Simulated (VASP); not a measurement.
# NaH (Fm-3m) in VASP: notebook

One crystal, NaH, is run at these levels: PBE; tasks: single point.

Program: VASP 6.6.1. These are calculated values, not measurements. Logs are shortened: lines on timing, memory, paths and dates and some standing lists are left out, and cuts for length are marked.

**1. The structure**

It takes space group Fm-3m (No. 225, cubic). The conventional cell has a = 4.880 Å, b = 4.880 Å, c = 4.880 Å, α = 90.00°, β = 90.00°, γ = 90.00°. Around Na (site symmetry m-3m) lie 6 H at 2.44 Å. H (site symmetry m-3m) is surrounded by 6 Na at 2.44 Å.

**2. Single point, PBE**

INCAR

```
SYSTEM = NaH
PREC = Accurate
ENCUT = 900
EDIFF = 1E-6
ISMEAR = 0
SIGMA = 0.05
LREAL = .False.
LASPH = .True.
NELM = 100
ALGO = Normal
ISIF = 2
LWAVE = .False.
LCHARG = .False.
GGA = PE
NBANDS = 11
ADDGRID = .False.
```

KPOINTS

```
Automatic mesh
0
Gamma
  5 5 5
  0 0 0
```

POSCAR

```
NaH
1.0
    0.0000000000      2.4400000000      2.4400000000
    2.4400000000      0.0000000000      2.4400000000
    2.4400000000      2.4400000000      0.0000000000
Na H
1 1
Direct
    0.0000000000      0.0000000000      0.0000000000
    0.5000000000      0.5000000000      0.5000000000
```

Potentials or basis: VASP PAW PBE potentials, release 64 (Na_pv, H).

Started as:

```sh
> cat potpaw_PBE.64/Na_pv/POTCAR potpaw_PBE.64/H/POTCAR > POTCAR
> mpirun -np 1 vasp_std > vasp.out
```

OUTCAR:

```text
SYSTEM = NaH
   PREC = Accurate
   ENCUT = 900
   EDIFF = 1E-6
   ISMEAR = 0
   LREAL = .False.
   LASPH = .True.
   NELM = 100
   ISIF = 2
   GGA = PE

 Found     10 irreducible k-points:

 Following reciprocal coordinates:
            Coordinates               Weight
  0.000000  0.000000  0.000000      1.000000
  0.200000  0.000000  0.000000      8.000000
  0.400000  0.000000  0.000000      8.000000
  0.200000  0.200000  0.000000      6.000000
  0.400000  0.200000  0.000000     24.000000
 -0.400000  0.200000  0.000000     24.000000
   k-points           NKPTS =     10   k-points in BZ     NKDIM =     10   number of bands    NBANDS=     11
   number of dos      NEDOS =    301   number of ions     NIONS =      2
   total plane-waves  NPLWV =  46656
   dimension x,y,z NGX =    36 NGY =   36 NGZ =   36
   dimension x,y,z NGXF=    72 NGYF=   72 NGZF=   72
   ions per type =               1   1
   NGX,Y,Z   is equivalent  to a cutoff of  17.34, 17.34, 17.34 a.u.
   NGXF,Y,Z  is equivalent  to a cutoff of  34.69, 34.69, 34.69 a.u.
 SYSTEM =  NaH
   PREC   = accura    normal or accurate (medium, high low for compatibility)
   ISTART =      0    job   : 0-new  1-cont  2-samecut
   ICHARG =      2    charge: 1-file 2-atom 10-const
   ISPIN  =      1    spin polarized calculation?
   LNONCOLLINEAR =      F non collinear calculations
   LSORBIT =      F    spin-orbit coupling
   LASPH  =      T    aspherical Exc in radial PAW
   ENCUT  =  900.0 eV  66.15 Ry    8.13 a.u.   8.44  8.44  8.44*2*pi/ulx,y,z
   NELM   =    100;   NELMIN=  2; NELMDL= -5     # of ELM steps
   EDIFF  = 0.1E-05   stopping-criterion for ELM
   LREAL  =      F    real-space projection
   EDIFFG = 0.1E-04   stopping-criterion for IOM
   NSW    =      0    number of steps for IOM
   IBRION =     -1    ionic relax: 0-MD 1-quasi-New 2-CG
   NFREE  =      0    steps in history (QN), initial steepest desc. (CG)
   ISIF   =      2    stress and relaxation
   ISYM   =      2    0-nonsym 1-usesym 2-fastsym
   POTIM  = 0.5000    time-step for ionic-motion
   TEBEG  =    0.0;   TEEND  =   0.0 temperature during run
   PSTRESS=    0.0 pullay stress
   NELECT =       8.0000    total number of electrons
   NUPDOWN=      -1.0000    fix difference up-down
   EMIN   =  10.00;   EMAX   =-10.00  energy-range for DOS
   EFERMI =   0.00;   METHOD = LEGACY
   ISMEAR =     0;   SIGMA  =   0.05  broadening in eV -4-tet -1-fermi 0-gaus
   EFERMI_NEDOS =   21; number of points for ismear=-14 and -15
   IALGO  =     38    algorithm
   IMIX   =      4    mixing-type and parameters
     AMIX     =   0.40;   BMIX     =  1.00
     AMIX_MAG =   1.60;   BMIX_MAG =  1.00
  volume/ion in A,a.u.               =      14.53        98.03
  Fermi-wavevector in a.u.,A,eV,Ry     =   1.065054  2.012660 15.433636  1.134340
  Thomas-Fermi vector in A             =   2.200593
   LORBIT       =      0    0 simple, 1 ext, 2 COOP (PROOUT), +10 PAW based schemes
   GGA     = PE    functional components
   LHFCALC =     F    Hartree Fock is set to
   AEXX    =    0.0000 exact exchange contribution
   IVDW    =     0    specifies the selected vdW correction
   LEPSILON=     F    determine dielectric tensor
   LRPA    =     F    only Hartree local field effects (RPA)
 non-spin polarized calculation
 Gauss-broadening in eV      SIGMA  =   0.05
  energy-cutoff  :      900.00
  volume of cell :       29.05
 maximum number of plane-waves:      1807
 NGX is ok and might be reduce to    36
   NGX = 17   NGY = 17   NGZ = 17

 number of electron       8.0000000 magnetization

 Free energy of the ion-electron system (eV)
  ---------------------------------------------------
  ext. energy  EPLUGINS =         0.00000000
  ---------------------------------------------------
  free energy    TOTEN  =        -5.08603475 eV

  energy without entropy =       -5.08603475  energy(sigma->0) =       -5.08603475

 E-fermi :  -1.0789     XC(G=0):  -7.6718

 val. band max:       -1.3039324086   @ k =  -0.4000   0.4000   0.0000
 cond. band min:       3.2374848990   @ k =   0.4000   0.0000   0.0000
 fundamental gap:      4.5414173076
 Fermi energy:        -1.0789459744

 k-point     1 :       0.0000    0.0000    0.0000
  band No.  band energies     occupation
      1     -23.3608      2.00000
      2     -23.3608      2.00000
      3     -23.3608      2.00000
      4      -4.7403      2.00000
      5       8.9577      0.00000
      6      14.1814      0.00000
      7      14.1814      0.00000
      8      14.1814      0.00000
      9      14.9671      0.00000
     10      14.9671      0.00000
     11      14.9671      0.00000

 k-point     2 :       0.2000    0.0000    0.0000
  band No.  band energies     occupation
      1     -23.3903      2.00000
      2     -23.3644      2.00000
      3     -23.3644      2.00000
      4      -4.0830      2.00000
      5       6.8639      0.00000
      6      10.5511      0.00000
      7      12.8605      0.00000
      8      12.8605      0.00000
      9      16.2187      0.00000
     10      16.2187      0.00000
     11      16.8342      0.00000

 k-point     3 :       0.4000    0.0000    0.0000
  band No.  band energies     occupation
      1     -23.4373      2.00000
      2     -23.3702      2.00000
      3     -23.3702      2.00000
      4      -2.4915      2.00000
      5       3.2375      0.00000
      6       9.4799      0.00000
      7      12.0908      0.00000
      8      12.0908      0.00000
      9      15.0494      0.00000
     10      15.0494      0.00000
     11      17.4391      0.00000

 k-point     4 :       0.2000    0.2000    0.0000
  band No.  band energies     occupation
      1     -23.3890      2.00000
      2     -23.3708      2.00000
      3     -23.3708      2.00000
      4      -3.8766      2.00000
      5       6.9183      0.00000
      6      10.9548      0.00000
      7      11.1304      0.00000
      8      11.1304      0.00000
      9      14.3232      0.00000
     10      17.3048      0.00000
     11      19.9018      0.00000

 k-point     5 :       0.4000    0.2000    0.0000
  band No.  band energies     occupation
      1     -23.4222      2.00000
      2     -23.3806      2.00000
      3     -23.3774      2.00000
      4      -2.5939      2.00000
      5       4.5316      0.00000
      6       7.7259      0.00000
      7      10.4564      0.00000
      8      11.8323      0.00000
      9      14.6608      0.00000
     10      17.4833      0.00000
     11      18.4765      0.00000

 k-point     6 :      -0.4000    0.2000    0.0000
  band No.  band energies     occupation
      1     -23.4331      2.00000
      2     -23.3913      2.00000
      3     -23.3752      2.00000
      4      -1.7759      2.00000
      5       3.2515      0.00000
      6       6.5649      0.00000
      7      10.9607      0.00000
      8      11.7114      0.00000
      9      15.9806      0.00000
     10      17.0958      0.00000
     11      20.0665      0.00000

 [... further k-points ...]

------------------------ aborting loop because EDIFF is reached ----------------------------------------

  FORCE on cell =-STRESS in cart. coord.  units (eV):
  Direction    XX          YY          ZZ          XY          YZ          ZX
  --------------------------------------------------------------------------------------
  -------------------------------------------------------------------------------------
  Total       -0.1123893     -0.1123893     -0.1123893      0.0000000     -0.0000000      0.0000000
  in kB       -6.1977763     -6.1977763     -6.1977763      0.0000000     -0.0000000      0.0000000
  external PRESSURE =      -6.1977763 kB  Pullay stress =       0.0000000 kB

 VOLUME and BASIS-vectors are now :
 -----------------------------------------------------------------------------
  energy-cutoff  :      900.00
  volume of cell :       29.05
      direct lattice vectors                 reciprocal lattice vectors
     0.000000000  2.440000000  2.440000000    -0.204918033  0.204918033  0.204918033
     2.440000000  0.000000000  2.440000000     0.204918033 -0.204918033  0.204918033
     2.440000000  2.440000000  0.000000000     0.204918033  0.204918033 -0.204918033

 POSITION                                       TOTAL-FORCE (eV/Angst)
 -----------------------------------------------------------------------------------
      0.00000      0.00000      0.00000        -0.000000      0.000000     -0.000000
      2.44000      2.44000      2.44000         0.000000     -0.000000      0.000000
 -----------------------------------------------------------------------------------
    total drift:                               -0.000000      0.000000      0.000000

  FREE ENERGIE OF THE ION-ELECTRON SYSTEM (eV)
  ---------------------------------------------------
  free  energy   TOTEN  =        -5.0860347488 eV

  energy  without entropy=       -5.0860347488  energy(sigma->0) =       -5.08603475
```

Wall time 7.3 s (1 thread of Intel Xeon Platinum 8259CL at 2.50GHz (Skylake/Cascade Lake), shared host); peak memory 0.19 GiB.

The run converged, but some of its settings lie outside the range that counts as converged, so its numbers aren't taken as properties of the crystal.

What came out:

| Quantity | Value |
| --- | --- |
| Free energy | -5.0860 eV |
| Pressure | -0.6 GPa |
| Band gap on the k mesh | 4.54 eV, indirect (least direct gap 5.03 eV) |

Caveat: the k mesh is coarse (spacing up to 0.45 Å⁻¹), so the values aren't converged; an odd mesh through Γ misses points on the zone boundary, where band edges often lie.

**3. Single point, PBE**

INCAR is that of step 2.

KPOINTS is that of step 2.

POSCAR

```
NaH
1.0
    0.0000000000      2.4400000000      2.4400000000
    2.4400000000      0.0000000000      2.4400000000
    2.4400000000      2.4400000000      0.0000000000
Na H
1 1
Direct
   -0.0187210000      0.0228060000      0.0160610000
    0.4668300000      0.5164870000      0.5214060000
```

Potentials or basis: VASP PAW PBE potentials, release 64 (Na_pv, H).

Started as:

```sh
> cat potpaw_PBE.64/Na_pv/POTCAR potpaw_PBE.64/H/POTCAR > POTCAR
> mpirun -np 1 vasp_std > vasp.out
```

Run time: 32 s. Hardware: 1 thread of Intel Xeon Platinum 8259CL at 2.50GHz (Skylake/Cascade Lake), shared host; peak memory 0.21 GiB.

These settings aren't checked as converged: the numbers below hold their error.

What came out:

```yaml
Free_energy: -5.0849 eV
Pressure: -0.6 GPa
Largest_force: 0.043 eV/Å
Band_gap_on_the_k_mesh: 4.54 eV, indirect (least direct gap 5.03 eV)
```

Caveat: the k mesh is coarse (spacing up to 0.45 Å⁻¹), so the values aren't converged; an odd mesh through Γ misses points on the zone boundary, where band edges often lie.

**4. Single point, PBE**

Changes to INCAR since step 3:

```diff
@@ -2,3 +2,3 @@
 PREC = Accurate
-ENCUT = 900
+ENCUT = 550
 EDIFF = 1E-6
```

KPOINTS

```
Automatic mesh
0
Gamma
  7 7 7
  0 0 0
```

POSCAR

```
NaH
1.0
    0.0000000000      2.4400000000      2.4400000000
    2.4400000000      0.0000000000      2.4400000000
    2.4400000000      2.4400000000      0.0000000000
Na H
1 1
Direct
    0.0000000000      0.0000000000      0.0000000000
    0.5000000000      0.5000000000      0.5000000000
```

Potentials or basis: VASP PAW PBE potentials, release 64 (Na_pv, H).

Started as:

```sh
> cat potpaw_PBE.64/Na_pv/POTCAR potpaw_PBE.64/H/POTCAR > POTCAR
> mpirun -np 1 vasp_std > vasp.out
```

OUTCAR:

```text
SYSTEM = NaH
   PREC = Accurate
   ENCUT = 550
   EDIFF = 1E-6
   ISMEAR = 0
   LREAL = .False.
   LASPH = .True.
   NELM = 100
   ISIF = 2
   GGA = PE

 Found     20 irreducible k-points:

 Following reciprocal coordinates:
            Coordinates               Weight
  0.000000  0.000000  0.000000      1.000000
  0.142857  0.000000  0.000000      8.000000
  0.285714  0.000000  0.000000      8.000000
  0.428571  0.000000  0.000000      8.000000
  0.142857  0.142857  0.000000      6.000000
  0.285714  0.142857  0.000000     24.000000
   k-points           NKPTS =     20   k-points in BZ     NKDIM =     20   number of bands    NBANDS=     11
[... 163 lines left out ...]
  --------------------------------------------------------------------------------------
  -------------------------------------------------------------------------------------
  Total       -0.1184350     -0.1184350     -0.1184350      0.0000000      0.0000000      0.0000000
  in kB       -6.5311745     -6.5311745     -6.5311745      0.0000000      0.0000000      0.0000000
  external PRESSURE =      -6.5311745 kB  Pullay stress =       0.0000000 kB

 VOLUME and BASIS-vectors are now :
 -----------------------------------------------------------------------------
  energy-cutoff  :      550.00
  volume of cell :       29.05
      direct lattice vectors                 reciprocal lattice vectors
     0.000000000  2.440000000  2.440000000    -0.204918033  0.204918033  0.204918033
     2.440000000  0.000000000  2.440000000     0.204918033 -0.204918033  0.204918033
     2.440000000  2.440000000  0.000000000     0.204918033  0.204918033 -0.204918033

 POSITION                                       TOTAL-FORCE (eV/Angst)
 -----------------------------------------------------------------------------------
      0.00000      0.00000      0.00000         0.000000      0.000000      0.000000
      2.44000      2.44000      2.44000         0.000000      0.000000     -0.000000
 -----------------------------------------------------------------------------------
    total drift:                               -0.000000     -0.000000     -0.000000

  FREE ENERGIE OF THE ION-ELECTRON SYSTEM (eV)
  ---------------------------------------------------
  free  energy   TOTEN  =        -5.0861989413 eV

  energy  without entropy=       -5.0861989413  energy(sigma->0) =       -5.08619894
```

stdout:

```text
POSCAR found type information on POSCAR NaH
 POSCAR found :  2 types and       2 ions
 scaLAPACK will be used
 LDA part: xc-table for (Slater+PW92), standard interpolation
 POSCAR, INCAR and KPOINTS ok, starting setup
 FFT: planning ... GRIDC
 FFT: planning ... GRID_SOFT
 FFT: planning ... GRID
 WAVECAR not read
 entering main loop
```

Wall time 9.6 s (1 thread of Intel Xeon Platinum 8259CL at 2.50GHz (Skylake/Cascade Lake), shared host); peak memory 0.14 GiB.

The run converged, but some of its settings lie outside the range that counts as converged, so its numbers aren't taken as properties of the crystal.

Results:

| Quantity | Value |
| --- | --- |
| Free energy | -5.0862 eV |
| Pressure | -0.7 GPa |
| Band gap on the k mesh | 4.18 eV, indirect (least direct gap 4.80 eV) |

Caveat: an odd mesh through Γ misses points on the zone boundary, where band edges often lie.

**5. Single point, PBE**

INCAR is that of step 4.

KPOINTS is that of step 4.

POSCAR

```
NaH
1.0
    0.0000000000      2.4400000000      2.4400000000
    2.4400000000      0.0000000000      2.4400000000
    2.4400000000      2.4400000000      0.0000000000
Na H
1 1
Direct
   -0.0187210000      0.0228060000      0.0160610000
    0.4668300000      0.5164870000      0.5214060000
```

Started as:

```sh
> cat potpaw_PBE.64/Na_pv/POTCAR potpaw_PBE.64/H/POTCAR > POTCAR
> mpirun -np 1 vasp_std > vasp.out
```

It took 50 s on 1 thread of Intel Xeon Platinum 8259CL at 2.50GHz (Skylake/Cascade Lake), shared host; peak memory 0.18 GiB.

These settings aren't checked as converged: the numbers below hold their error.

Results:

```yaml
Free_energy: -5.0850 eV
Pressure: -0.6 GPa
Largest_force: 0.043 eV/Å
Band_gap_on_the_k_mesh: 4.18 eV, indirect (least direct gap 4.79 eV)
```

Caveat: an odd mesh through Γ misses points on the zone boundary, where band edges often lie.

**6. Single point, PBE**

Changes to INCAR since step 5:

```diff
@@ -1,3 +1,3 @@
 SYSTEM = NaH
-PREC = Accurate
+PREC = Low
 ENCUT = 550
```

KPOINTS is that of step 5.

POSCAR

```
NaH
1.0
    0.0000000000      2.4400000000      2.4400000000
    2.4400000000      0.0000000000      2.4400000000
    2.4400000000      2.4400000000      0.0000000000
Na H
1 1
Direct
    0.0000000000      0.0000000000      0.0000000000
    0.5000000000      0.5000000000      0.5000000000
```

Potentials or basis: VASP PAW PBE potentials, release 64 (Na_pv, H).

Started as:

```sh
> cat potpaw_PBE.64/Na_pv/POTCAR potpaw_PBE.64/H/POTCAR > POTCAR
> mpirun -np 1 vasp_std > vasp.out
```

Run time: 3.4 s. Hardware: 1 thread of Intel Xeon Platinum 8259CL at 2.50GHz (Skylake/Cascade Lake), shared host; peak memory 0.1 GiB.

The run converged, but some of its settings lie outside the range that counts as converged, so its numbers aren't taken as properties of the crystal.

What came out:

- Free energy: -5.0892 eV
- Pressure: -0.4 GPa
- Band gap on the k mesh: 4.18 eV, indirect (least direct gap 4.80 eV)

Caveat: an odd mesh through Γ misses points on the zone boundary, where band edges often lie.

**7. The reference run**

An earlier run on the cell as given: functional PBE; potentials or basis VASP PAW PBE potentials, release 64 (Na_pv, H); cutoff 520 eV; k mesh 9 × 9 × 9; occupations fermi-dirac, width 0.05 eV; no spin polarisation.

* Pressure: -0.7 GPa
* Band gap on the k mesh: 4.01 eV, indirect (least direct gap 4.70 eV)
